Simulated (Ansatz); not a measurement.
Theory: DFT PBE, scalar-relativistic, plane waves, PAW (Ansatz 0.2.0). Settings: cutoff 420 eV, Γ-centred meshes spaced at most about 0.3 Å⁻¹ (2π included), Gaussian smearing. No spin polarisation in the final relaxations.

Temperature and zero-point effects are left out. All come from trial cells, and lower structures may exist.

Question: Order these relaxed structures of NaH by energy, lowest first, with the energy over the lowest of them.
1.

Space group P6/mmm (No. 191). a = 5.728 Å, b = 5.728 Å, c = 3.267 Å, α = 90.00°, β = 90.00°, γ = 120.00°
```json
{"atom": "Na", "site": "1a", "symmetry": "6/mmm", "x": "0.0000", "y": "0.0000", "z": "0.0000"}
{"atom": "Na", "site": "2d", "symmetry": "-6m2", "x": "0.3333", "y": "0.6667", "z": "0.5000"}
{"atom": "H", "site": "3f", "symmetry": "mmm", "x": "0.5000", "y": "0.0000", "z": "0.0000"}
```

2.

Space group P6/mmm (No. 191). a = 5.669 Å, b = 5.669 Å, c = 4.017 Å, α = 90.00°, β = 90.00°, γ = 120.00°
```csv
atom,site,symmetry,x,y,z
Na,1b,6/mmm,0.0000,0.0000,0.5000
H,1a,6/mmm,0.0000,0.0000,0.0000
```

Answer: 1 (0 meV/atom), 2 (125 meV/atom). Forms: 1 P6/mmm; 2 P6/mmm. Counting H atoms around Na (those within 1.25 times the shortest such distance or 1.15 times the sum of covalent radii; the shortest distance is added where it is long for a bond; a slash parts the counts of unlike sites): cell 1 has Na 6/6 from 2.9 Å; cell 2 has Na 2.

No dispersion correction is applied, so the spacing and binding between layers, chains or molecules are poorly described (P6/mmm at 55.9 Å³/atom), and this can change margins and order among such cells. With hydrogen, zero-point motion can shift such differences by 10 meV/atom or more. Cells relaxed within their symmetry can be saddle points. The part of the Crystallography Open Database at hand lists NaH in space group No. 225, which no cell shown has. Some structure types and database cells were kept out of the candidates from the start, so a known form may be missing.
